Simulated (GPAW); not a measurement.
A run of GPAW 26.7.0 is set up as follows.

Contents of run.py:

```python
from ase.filters import FrechetCellFilter
from ase.io import read, write
from ase.optimize import LBFGS
from gpaw import GPAW, PW

atoms = read('Ru.xyz')

calc = GPAW(mode=PW(600),
            xc='PBE',
            kpts={'size': (11, 11, 6), 'gamma': True},
            occupations={'name': 'fermi-dirac', 'width': 0.05},
            nbands=29,
            convergence={'density': 1e-05, 'forces': 0.0001},
            maxiter=150,
            txt='gpaw.txt')
atoms.calc = calc
opt = LBFGS(FrechetCellFilter(atoms), trajectory='relax.traj', logfile='-')
done = opt.run(fmax=0.02, steps=60)
calc.write('gs.gpw')
write('result.traj', atoms)
print('Converged:', done)
print('Cell:', atoms.cell.cellpar().round(4))
print('Volume:', round(atoms.get_volume(), 4))
print(atoms.get_scaled_positions().round(5))
```

Ru.xyz

```xyz
2
Lattice="2.7058000000 0.0000000000 0.0000000000 -1.3529000000 2.3432915376 0.0000000000 0.0000000000 0.0000000000 4.2819000000" Properties=species:S:1:pos:R:3 pbc="T T T"
Ru     1.3529000001      0.7810971791      3.2114250000
Ru    -0.0000000001      1.5621943585      1.0704750000
```

Potentials or basis: GPAW PAW data sets (gpaw-data 1.2.1), pw.

Launch:

```sh
$ OMP_NUM_THREADS=1 python run.py
```

Question: Predict the relaxed volume.

Answer: 13.73 Å³/atom.

Question: What does it give for the band gap on the k mesh?

Answer: None (metal or under the smearing width).

Question: What does it give for the relaxed cell?

Answer: a = 2.716 Å, b = 2.716 Å, c = 4.298 Å, α = 90.00°, β = 90.00°, γ = 120.00°.

Question: Predict the space group after relaxing (to 0.05 Å).

Answer: P6_3/mmc (No. 194).

Stress tensor (GPa, compression positive):
```
 0.08  0.00  0.00
 0.00  0.08  0.00
 0.00  0.00 -0.09
```

Caveat: later steps reuse the first step's grids. Zero-point motion and thermal expansion aren't in these numbers.
